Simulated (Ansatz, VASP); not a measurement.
## Ru in VASP and in Ansatz

```xyz
1
Lattice="0.0000 1.9219 1.9219 1.9219 0.0000 1.9219 1.9219 1.9219 0.0000" Properties=species:S:1:pos:R:3 pbc="T T T"
Ru    0.0000    0.0000    0.0000
```

Alike in both runs: task single point; functional PBE; k mesh 18 × 18 × 18; occupations gaussian, width 0.05 eV; no spin polarisation.

|  | VASP | Ansatz |
| --- | --- | --- |
| version | VASP 6.6.1 | Ansatz 0.2.0 |
| potentials or method | VASP PAW PBE potentials, release 64 (Ru_pv) | scalar-relativistic, plane waves, PAW |
| plane-wave cutoff (eV) | 520 | 420 |
| valence electrons in the cell | 14 | 16 |

VASP gave:

```
gap on the k mesh at the Fermi level (eV) : none
pressure (GPa)                            : -7.7
```

Task: Estimate Ansatz's values.

Result: gap on the k mesh at the Fermi level (eV): none; pressure (GPa): -7.6.

A gap of «none» marks a metal or a gap that the smearing closes. With one functional, cell and mesh, what is left measures potentials, basis and numerics. The two sets of potentials don't hold the same shells in valence.
